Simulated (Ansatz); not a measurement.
Molecular dynamics of Si5H26C2

The input (input.yaml):

```yaml
accuracy: low
crystal:
  lattice:
    - [8.203132, 0.0, 0.0]
    - [0.0, 8.203132, 0.0]
    - [0.0, 0.0, 8.203132]
  atoms:
    - { symbol: C, position: [0.89269999, 0.6588572, 0.21099333] }
    - { symbol: C, position: [0.98521144, 0.81484865, 0.25186041] }
    - { symbol: H, position: [0.87845962, 0.64341923, 0.07877843] }
    - { symbol: H, position: [0.95592066, 0.55018727, 0.25758113] }
    - { symbol: H, position: [0.76973469, 0.65901057, 0.26436218] }
    - { symbol: H, position: [0.99969064, 0.83070336, 0.38407447] }
    - { symbol: H, position: [1.10774397, 0.8141149, 0.19773091] }
    - { symbol: H, position: [0.92176811, 0.92333825, 0.20531073] }
    - { symbol: Si, position: [0.75734837, 0.38785844, 0.75497273] }
    - { symbol: H, position: [0.82534085, 0.54347475, 0.81930615] }
    - { symbol: H, position: [0.74408986, 0.26858406, 0.89121171] }
    - { symbol: H, position: [0.5932023, 0.41737503, 0.68239636] }
    - { symbol: H, position: [0.86793302, 0.32138118, 0.62671315] }
    - { symbol: Si, position: [0.20485459, 0.2679659, 0.52845906] }
    - { symbol: H, position: [0.37198783, 0.2603377, 0.45622556] }
    - { symbol: H, position: [0.18156106, 0.431009, 0.6072939] }
    - { symbol: H, position: [0.08017103, 0.24369014, 0.39797542] }
    - { symbol: H, position: [0.186331, 0.13449508, 0.65225831] }
    - { symbol: Si, position: [0.25098341, 0.46155762, 0.01788207] }
    - { symbol: H, position: [0.11144797, 0.4486004, -0.09781777] }
    - { symbol: H, position: [0.40449261, 0.403678, -0.06159511] }
    - { symbol: H, position: [0.27178388, 0.63430848, 0.07021166] }
    - { symbol: H, position: [0.21740594, 0.35871011, 0.1630019] }
    - { symbol: Si, position: [0.66529235, 0.85857936, 0.65944112] }
    - { symbol: H, position: [0.78504274, 0.96222713, 0.7496776] }
    - { symbol: H, position: [0.56730458, 0.758531, 0.77530659] }
    - { symbol: H, position: [0.55318522, 0.96645747, 0.56385799] }
    - { symbol: H, position: [0.75655117, 0.74921217, 0.54562575] }
    - { symbol: Si, position: [0.55804003, 0.04685668, 0.15876824] }
    - { symbol: H, position: [0.40428452, 0.13423252, 0.19903186] }
    - { symbol: H, position: [0.700336, 0.14391161, 0.21804308] }
    - { symbol: H, position: [0.55747866, -0.11633276, 0.23877237] }
    - { symbol: H, position: [0.5693003, 0.02640833, -0.02130518] }
basis:
  ecutwfc: 420.0
kpoints:
  mp_grid: { grid: [1, 1, 1] }
hamiltonian:
  xc: pbe
  dispersion: d3bj
scf:
  occupations: { method: fermi_dirac, width: 0.05 }
  lower_state_search: "off"
md:
  timestep: 0.75
  n_steps: 300
  ensemble: nvt_langevin
  temperature: 700.0
  initial_velocities: maxwell_boltzmann
  seed: 98282
  friction: 0.02
```

Run as:

```bash
$ ansatz run input.yaml --threads 1 --pin off --max-ram 3072MiB --backend cpu --events-out ev --progress --plain --runs-dir out
```

It starts from a partly relaxed structure (largest force component 0.14 eV/Å).

Output, in part (step lines):

```
md step     0: t =     0.00 fs  T =   678.8 K  F+E_penalty+E_count = -4096.21109103 eV  E_kin = 2.895424 eV  (8 SCF iters)
[... lines left out ...]
```

The steps, from the saved trajectory:

```json
{"time (fs)": "0.0", "T (K)": "679", "potential energy less start (eV)": "0.000"}
{"time (fs)": "7.5", "T (K)": "418", "potential energy less start (eV)": "1.153"}
{"time (fs)": "15.0", "T (K)": "541", "potential energy less start (eV)": "0.915"}
{"time (fs)": "22.5", "T (K)": "551", "potential energy less start (eV)": "0.877"}
{"time (fs)": "30.0", "T (K)": "592", "potential energy less start (eV)": "1.323"}
{"time (fs)": "37.5", "T (K)": "685", "potential energy less start (eV)": "1.386"}
{"time (fs)": "45.0", "T (K)": "735", "potential energy less start (eV)": "1.431"}
{"time (fs)": "52.5", "T (K)": "651", "potential energy less start (eV)": "1.964"}
{"time (fs)": "60.0", "T (K)": "704", "potential energy less start (eV)": "1.801"}
{"time (fs)": "67.5", "T (K)": "764", "potential energy less start (eV)": "1.611"}
{"time (fs)": "75.0", "T (K)": "850", "potential energy less start (eV)": "1.756"}
{"time (fs)": "82.5", "T (K)": "828", "potential energy less start (eV)": "1.483"}
{"time (fs)": "90.0", "T (K)": "681", "potential energy less start (eV)": "2.012"}
{"time (fs)": "97.5", "T (K)": "889", "potential energy less start (eV)": "1.780"}
{"time (fs)": "105.0", "T (K)": "769", "potential energy less start (eV)": "2.094"}
{"time (fs)": "112.5", "T (K)": "782", "potential energy less start (eV)": "2.070"}
{"time (fs)": "120.0", "T (K)": "857", "potential energy less start (eV)": "2.235"}
{"time (fs)": "127.5", "T (K)": "874", "potential energy less start (eV)": "1.886"}
{"time (fs)": "135.0", "T (K)": "864", "potential energy less start (eV)": "1.910"}
{"time (fs)": "142.5", "T (K)": "735", "potential energy less start (eV)": "2.561"}
{"time (fs)": "150.0", "T (K)": "731", "potential energy less start (eV)": "2.780"}
{"time (fs)": "157.5", "T (K)": "833", "potential energy less start (eV)": "2.278"}
{"time (fs)": "165.0", "T (K)": "874", "potential energy less start (eV)": "2.422"}
{"time (fs)": "172.5", "T (K)": "875", "potential energy less start (eV)": "2.516"}
{"time (fs)": "180.0", "T (K)": "958", "potential energy less start (eV)": "2.192"}
{"time (fs)": "187.5", "T (K)": "784", "potential energy less start (eV)": "2.374"}
{"time (fs)": "195.0", "T (K)": "848", "potential energy less start (eV)": "1.948"}
{"time (fs)": "202.5", "T (K)": "799", "potential energy less start (eV)": "2.014"}
{"time (fs)": "210.0", "T (K)": "761", "potential energy less start (eV)": "2.216"}
{"time (fs)": "217.5", "T (K)": "834", "potential energy less start (eV)": "2.337"}
{"time (fs)": "225.0", "T (K)": "846", "potential energy less start (eV)": "2.233"}
```

The run went to its last step. The mean temperature of the second half is 19 % above the set value. A run of 0.23 ps of so small a system gives no equilibrium averages. Limits of this set-up: coarse k mesh, low accuracy level.

Mean squared displacements from the first frame to the last, about the centre of mass: C 3.06 Å², H 4.83 Å², Si 1.83 Å².

Last frame:

```xyz
33
Lattice="8.2031 0.0000 0.0000 0.0000 8.2031 0.0000 0.0000 0.0000 8.2031" Properties=species:S:1:pos:R:3
C 6.415 3.921 0.970
C 6.473 5.412 1.133
H 6.490 3.642 -0.129
H 7.083 3.193 1.516
H 5.482 3.652 1.425
H 7.091 5.898 1.958
H 6.829 5.832 0.278
H 5.436 5.837 1.326
Si 7.103 1.724 6.248
H 7.939 2.921 6.780
H 7.950 0.667 6.840
H 5.735 1.680 6.839
H 7.060 1.935 4.857
Si 2.800 1.796 5.150
H 3.865 0.699 4.606
H 1.780 1.576 4.079
H 2.147 1.211 6.447
H 3.442 3.202 5.253
Si 2.182 5.272 -0.184
H 2.517 6.582 -0.559
H 3.416 4.630 0.282
H 1.458 5.063 1.045
H 1.248 4.648 -1.308
Si 5.327 6.005 4.476
H 5.581 4.847 5.487
H 4.222 6.753 5.199
H 6.465 6.890 4.461
H 4.710 5.753 3.129
Si 4.268 0.324 0.620
H 2.935 0.000 1.052
H 5.230 -0.187 1.659
H 4.295 -0.353 -0.783
H 4.317 1.759 0.849
```

The run took 6.4 min on 1 thread of Intel(R) Xeon(R) 6975P-C (Granite Rapids), on a shared host, peak memory 0.55 GiB.
